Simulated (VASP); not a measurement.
# B (R-3m) in VASP: relaxation of cell and atoms with PBEsol

Aim: the relaxation of cell and atoms of B with PBEsol.

All numbers are computed with VASP 6.6.1; they aren't measurements. Logs are shortened: lines on timing, memory, paths and dates and some standing lists are left out, and cuts for length are marked.

### Step 1. The structure

It takes space group R-3m (No. 166, trigonal). Conventional cell: a = 4.898 Å, b = 4.898 Å, c = 12.524 Å, α = 90.00°, β = 90.00°, γ = 120.00°. B (site symmetry m) has 6 B at 1.67 to 1.80 Å as nearest neighbours. B (site symmetry m) has 7 B at 1.77 to 2.01 Å as nearest neighbours.

### Step 2. Relaxation of cell and atoms, PBEsol

INCAR reads:

```
SYSTEM = B
ALGO = Normal ; EDIFF = 1E-7
EDIFFG = -0.005 ; ENCUT = 480
GGA = PS ; IBRION = 2
ISIF = 3 ; ISMEAR = 0
LASPH = .True. ; LCHARG = .False.
LREAL = .False. ; LWAVE = .False.
NELM = 80 ; NSW = 90
PREC = Accurate ; SIGMA = 0.02
```

KPOINTS reads:

```
k-points
0
Gamma
  6 6 6
  0 0 0
```

POSCAR reads:

```
B
1.0
    2.4491963900      1.4140442000      4.1747204400
   -2.4491963900      1.4140442000      4.1747204400
    0.0000000000     -2.8280883900      4.1747204400
B
12
Direct
    0.0099700400      0.6542851200      0.0099700400
    0.0099700400      0.0099700400      0.6542851200
    0.6542851200      0.0099700400      0.0099700400
    0.3457148800      0.9900299600      0.9900299600
    0.9900299600      0.3457148800      0.9900299600
    0.9900299600      0.9900299600      0.3457148800
    0.2205655700      0.6316348300      0.2205655700
    0.2205655700      0.2205655700      0.6316348300
    0.6316348300      0.2205655700      0.2205655700
    0.3683651700      0.7794344300      0.7794344300
    0.7794344300      0.3683651700      0.7794344300
    0.7794344300      0.7794344300      0.3683651700
```

Potentials or basis: VASP PAW PBE potentials, release 64 (B_s).

Run with:

```sh
> cat potpaw_PBE.64/B_s/POTCAR > POTCAR
> mpirun -np 1 vasp_std > vasp.out
```

OUTCAR:

```text
SYSTEM = B
   EDIFF = 1E-7
   EDIFFG = -0.005
   ENCUT = 480
   GGA = PS
   IBRION = 2
   ISIF = 3
   ISMEAR = 0
   LASPH = .True.
   LREAL = .False.
   NELM = 80
   NSW = 90
   PREC = Accurate

 ion  position               nearest neighbor table
   1  0.010  0.654  0.010-   5 1.67   3 1.74   2 1.74   7 1.79  12 1.80  10 1.80
   2  0.010  0.010  0.654-   6 1.67   3 1.74   1 1.74   8 1.79  10 1.80  11 1.80
   3  0.654  0.010  0.010-   4 1.67   1 1.74   2 1.74   9 1.79  12 1.80  11 1.80
   4  0.346  0.990  0.990-   3 1.67   5 1.74   6 1.74  10 1.79   8 1.80   7 1.80
   5  0.990  0.346  0.990-   1 1.67   4 1.74   6 1.74  11 1.79   8 1.80   9 1.80
   6  0.990  0.990  0.346-   2 1.67   4 1.74   5 1.74  12 1.79   9 1.80   7 1.80
   7  0.221  0.632  0.221-  12 1.77  10 1.77   1 1.79   6 1.80   4 1.80   9 2.01   8 2.01
   8  0.221  0.221  0.632-  10 1.77  11 1.77   2 1.79   4 1.80   5 1.80   7 2.01   9 2.01
   9  0.632  0.221  0.221-  12 1.77  11 1.77   3 1.79   6 1.80   5 1.80   7 2.01   8 2.01
  10  0.368  0.779  0.779-   8 1.77   7 1.77   4 1.79   2 1.80   1 1.80  11 2.01  12 2.01
  11  0.779  0.368  0.779-   8 1.77   9 1.77   5 1.79   2 1.80   3 1.80  10 2.01  12 2.01
  12  0.779  0.779  0.368-   7 1.77   9 1.77   6 1.79   3 1.80   1 1.80  10 2.01  11 2.01

  LATTYP: Found a trigonal (rhomboedric) cell.
 ALAT       =     5.0424572094
 COS(alpha) =     0.5281621515

  Lattice vectors:

 A1 = (   2.4491963900,   1.4140442000,   4.1747204400)
 A2 = (  -2.4491963900,   1.4140442000,   4.1747204400)
 A3 = (   0.0000000000,  -2.8280883900,   4.1747204400)

Analysis of symmetry for initial positions (statically):
=====================================================================
 Subroutine PRICEL returns:
 Original cell was already a primitive cell.

 Routine SETGRP: Setting up the symmetry group for a
 trigonal (rhombohedral) supercell.

 Subroutine GETGRP returns: Found 12 space group operations
 (whereof 12 operations were pure point group operations)
 out of a pool of 12 trial point group operations.

The static configuration has the point symmetry D_3d.

Analysis of symmetry for dynamics (positions and initial velocities):
=====================================================================
 Subroutine PRICEL returns:
 Original cell was already a primitive cell.

 Routine SETGRP: Setting up the symmetry group for a
 trigonal (rhombohedral) supercell.

 Subroutine GETGRP returns: Found 12 space group operations
 (whereof 12 operations were pure point group operations)
 out of a pool of 12 trial point group operations.

The dynamic configuration has the point symmetry D_3d.

 Subroutine INISYM returns: Found 12 space group operations
 (whereof 12 operations are pure point group operations),
 and found     1 'primitive' translations

----------------------------------------------------------------------------------------

                                     Primitive cell

  volume of cell :      86.7492

  direct lattice vectors                    reciprocal lattice vectors
     2.449196390  1.414044200  4.174720440     0.204148594  0.117865246  0.079845666
    -2.449196390  1.414044200  4.174720440    -0.204148594  0.117865246  0.079845666
     0.000000000 -2.828088390  4.174720440     0.000000000 -0.235730491  0.079845666

  length of vectors
     5.042457209  5.042457209  5.042457208     0.248885908  0.248885908  0.248885908

  position of ions in fractional coordinates (direct lattice)
     0.009970040  0.654285120  0.009970040
     0.009970040  0.009970040  0.654285120
     0.654285120  0.009970040  0.009970040
     0.345714880  0.990029960  0.990029960
     0.990029960  0.345714880  0.990029960
     0.990029960  0.990029960  0.345714880
     0.220565570  0.631634830  0.220565570
     0.220565570  0.220565570  0.631634830
     0.631634830  0.220565570  0.220565570
     0.368365170  0.779434430  0.779434430
     0.779434430  0.368365170  0.779434430
     0.779434430  0.779434430  0.368365170

  ion indices of the primitive-cell ions
   primitive index   ion index
                 1           1
                 2           2
                 3           3
                 4           4
                 5           5
                 6           6
                 7           7
                 8           8
                 9           9
                10          10
                11          11
                12          12

----------------------------------------------------------------------------------------

 KPOINTS: k-points

Automatic generation of k-mesh.
 Grid dimensions read from file:
 generate k-points for:    6    6    6

 Generating k-lattice:

  Cartesian coordinates                     Fractional coordinates (reciprocal lattice)
     0.034024766  0.019644208  0.013307611     0.166666667  0.000000000 -0.000000000
    -0.034024766  0.019644208  0.013307611     0.000000000  0.166666667 -0.000000000
     0.000000000 -0.039288415  0.013307611    -0.000000000 -0.000000000  0.166666667

  Length of vectors
     0.041480985  0.041480985  0.041480985

  Shift w.r.t. Gamma in fractional coordinates (k-lattice)
     0.000000000  0.000000000  0.000000000

 Subroutine IBZKPT returns following result:
 ===========================================

 Found     32 irreducible k-points:

 Following reciprocal coordinates:
            Coordinates               Weight
  0.000000  0.000000  0.000000      1.000000
  0.166667  0.000000  0.000000      6.000000
  0.333333 -0.000000  0.000000      6.000000
  0.500000 -0.000000  0.000000      3.000000
  0.166667  0.166667  0.000000      6.000000
  0.333333  0.166667  0.000000     12.000000
[... 16 lines left out ...]
  0.500000  0.500000  0.166667      6.000000
 -0.333333  0.500000  0.166667     12.000000
 [... further k-points ...]
   k-points           NKPTS =     32   k-points in BZ     NKDIM =     32   number of bands    NBANDS=     25
   number of dos      NEDOS =    301   number of ions     NIONS =     12
   total plane-waves  NPLWV =  46656
   dimension x,y,z NGX =    36 NGY =   36 NGZ =   36
   dimension x,y,z NGXF=    72 NGYF=   72 NGZF=   72
   ions per type =              12
   NGX,Y,Z   is equivalent  to a cutoff of  11.87, 11.87, 11.87 a.u.
   NGXF,Y,Z  is equivalent  to a cutoff of  23.74, 23.74, 23.74 a.u.
 SYSTEM =  B
   PREC   = accura    normal or accurate (medium, high low for compatibility)
   ISTART =      0    job   : 0-new  1-cont  2-samecut
   ICHARG =      2    charge: 1-file 2-atom 10-const
   ISPIN  =      1    spin polarized calculation?
   LNONCOLLINEAR =      F non collinear calculations
   LSORBIT =      F    spin-orbit coupling
   LASPH  =      T    aspherical Exc in radial PAW
   ENCUT  =  480.0 eV  35.28 Ry    5.94 a.u.   9.01  9.01  9.01*2*pi/ulx,y,z
   NELM   =     80;   NELMIN=  2; NELMDL= -5     # of ELM steps
   EDIFF  = 0.1E-06   stopping-criterion for ELM
   LREAL  =      F    real-space projection
   EDIFFG = -.5E-02   stopping-criterion for IOM
   NSW    =     90    number of steps for IOM
   IBRION =      2    ionic relax: 0-MD 1-quasi-New 2-CG
   NFREE  =      1    steps in history (QN), initial steepest desc. (CG)
   ISIF   =      3    stress and relaxation
   ISYM   =      2    0-nonsym 1-usesym 2-fastsym
   POTIM  = 0.5000    time-step for ionic-motion
   TEBEG  =    0.0;   TEEND  =   0.0 temperature during run
   PSTRESS=    0.0 pullay stress
   NELECT =      36.0000    total number of electrons
   NUPDOWN=      -1.0000    fix difference up-down
   EMIN   =  10.00;   EMAX   =-10.00  energy-range for DOS
   EFERMI =   0.00;   METHOD = LEGACY
   ISMEAR =     0;   SIGMA  =   0.02  broadening in eV -4-tet -1-fermi 0-gaus
   EFERMI_NEDOS =   21; number of points for ismear=-14 and -15
   IALGO  =     38    algorithm
   IMIX   =      4    mixing-type and parameters
     AMIX     =   0.40;   BMIX     =  1.00
     AMIX_MAG =   1.60;   BMIX_MAG =  1.00
  volume/ion in A,a.u.               =       7.23        48.78
  Fermi-wavevector in a.u.,A,eV,Ry     =   1.221108  2.307559 20.287697  1.491104
  Thomas-Fermi vector in A             =   2.356301
   LORBIT       =      0    0 simple, 1 ext, 2 COOP (PROOUT), +10 PAW based schemes
   GGA     = PS    functional components
   LHFCALC =     F    Hartree Fock is set to
   AEXX    =    0.0000 exact exchange contribution
   IVDW    =     0    specifies the selected vdW correction
   LEPSILON=     F    determine dielectric tensor
   LRPA    =     F    only Hartree local field effects (RPA)
 conjugate gradient relaxation of ions
 non-spin polarized calculation
 Gauss-broadening in eV      SIGMA  =   0.02
  energy-cutoff  :      480.00
  volume of cell :       86.75
 maximum number of plane-waves:      2098
   NGX = 19   NGY = 19   NGZ = 19

--------------------------------------- Ionic step        1  -------------------------------------------

 number of electron      35.9999999 magnetization

 Free energy of the ion-electron system (eV)
  ---------------------------------------------------
  ext. energy  EPLUGINS =         0.00000000
  ---------------------------------------------------
  free energy    TOTEN  =       -84.36011245 eV

  energy without entropy =      -84.36011245  energy(sigma->0) =      -84.36011245

------------------------ aborting loop because EDIFF is reached ----------------------------------------

  FORCE on cell =-STRESS in cart. coord.  units (eV):
  Direction    XX          YY          ZZ          XY          YZ          ZX
  --------------------------------------------------------------------------------------
  -------------------------------------------------------------------------------------
  Total       -0.6680413     -0.6680413     -0.4763434      0.0000000     -0.0000000     -0.0000000
  in kB      -12.3381098    -12.3381098     -8.7976260      0.0000000     -0.0000000     -0.0000000
  external PRESSURE =     -11.1579486 kB  Pullay stress =       0.0000000 kB
[... 261 lines left out ...]
  energy  without entropy=      -84.3689688813  energy(sigma->0) =      -84.36896888

--------------------------------------- Ionic step        7  -------------------------------------------

 number of electron      35.9999999 magnetization

 Free energy of the ion-electron system (eV)
  ---------------------------------------------------
  ext. energy  EPLUGINS =         0.00000000
  ---------------------------------------------------
  free energy    TOTEN  =       -84.36897720 eV

  energy without entropy =      -84.36897720  energy(sigma->0) =      -84.36897720

 E-fermi :   8.2108     XC(G=0): -11.5855

 val. band max:        8.1121531608   @ k =   0.5000   0.5000   0.5000
 cond. band min:       9.4401415061   @ k =   0.0000   0.0000   0.0000
 fundamental gap:      1.3279883453
 Fermi energy:         8.2107552528

 k-point     1 :       0.0000    0.0000    0.0000
  band No.  band energies     occupation
      1      -8.2212      2.00000
      2      -2.4112      2.00000
      3      -2.1543      2.00000
      4      -2.1543      2.00000
      5      -1.1925      2.00000
      6      -0.5037      2.00000
[... 661 lines left out ...]
     24      13.2323      0.00000
     25      13.6437      0.00000

 [... further k-points ...]
[... 5 lines left out ...]
  --------------------------------------------------------------------------------------
  -------------------------------------------------------------------------------------
  Total        0.0045895      0.0045895      0.0007792      0.0000000      0.0000000     -0.0000000
  in kB        0.0854669      0.0854669      0.0145104      0.0000000      0.0000000     -0.0000000
  external PRESSURE =       0.0618147 kB  Pullay stress =       0.0000000 kB
[... 27 lines left out ...]
  FREE ENERGIE OF THE ION-ELECTRON SYSTEM (eV)
  ---------------------------------------------------
  free  energy   TOTEN  =       -84.3689772029 eV

  energy  without entropy=      -84.3689772029  energy(sigma->0) =      -84.36897720

 reached required accuracy - stopping structural energy minimisation
```

Run time: 4.1 min. Hardware: 1 thread of Intel Xeon Platinum 8259CL at 2.50GHz (Skylake/Cascade Lake), shared host; peak memory 0.21 GiB.

What came out:

```
Free energy                            : -84.3690 eV
Relaxed volume                         : 7.17 Å³/atom
Relaxed cell                           : a = 5.033 Å, b = 5.033 Å, c = 5.033 Å, α = 58.01°, β = 58.01°, γ = 58.01°
Space group after relaxing (to 0.05 Å) : R-3m (No. 166)
Energy gained by relaxing              : 0.7 meV/atom
Ionic steps                            : 7
Pressure after relaxing                : 0.0 GPa
Band gap on the k mesh                 : 1.33 eV, indirect (least direct gap 1.69 eV)
```

Forces on the atoms (eV/Å):
```
B    0.001  0.000  0.000
B    0.000  0.001  0.000
B   -0.001  0.000  0.000
B    0.001  0.000  0.000
B   -0.001  0.000  0.000
B    0.000 -0.001  0.000
B    0.001  0.000 -0.003
B    0.000  0.001 -0.003
B   -0.001  0.000 -0.003
B    0.001  0.000  0.003
B   -0.001  0.000  0.003
B    0.000 -0.001  0.003
```

Step by step:
| step | energy change (eV) | largest force (eV/Å) | pressure (GPa) | volume (Å³) |
| --- | --- | --- | --- | --- |
| 1 | 0.0000 | 0.1897 | -1.12 | 86.75 |
| 2 | -0.0084 | 0.0342 | -0.20 | 86.12 |
| 3 | -0.0084 | 0.0334 | -0.17 | 86.10 |
| 4 | -0.0088 | 0.0179 | 0.24 | 85.96 |
| 5 | -0.0088 | 0.0070 | 0.14 | 85.99 |
| 6 | -0.0089 | 0.0045 | -0.06 | 86.05 |
| 7 | -0.0089 | 0.0029 | 0.01 | 86.03 |

Final structure:
```
B
1.0
     2.44036    1.40894    4.17040
    -2.44036    1.40894    4.17040
     0.00000   -2.81788    4.17040
B
12
Cartesian
  -1.5692 0.9060 2.8148
  0.0000 -1.8119 2.8148
  1.5692 0.9060 2.8148
  -1.5692 -0.9060 9.6964
  1.5692 -0.9060 9.6964
  0.0000 1.8119 9.6964
  -0.9954 0.5747 4.4751
  0.0000 -1.1494 4.4751
  0.9954 0.5747 4.4751
  -0.9954 -0.5747 8.0361
  0.9954 -0.5747 8.0361
  0.0000 1.1494 8.0361
```

Caveat: the PAW data sets were made with another functional, which shifts forces and pressure a little. Expect the measured gap to be larger: semilocal functionals such as PBEsol lack the derivative discontinuity.
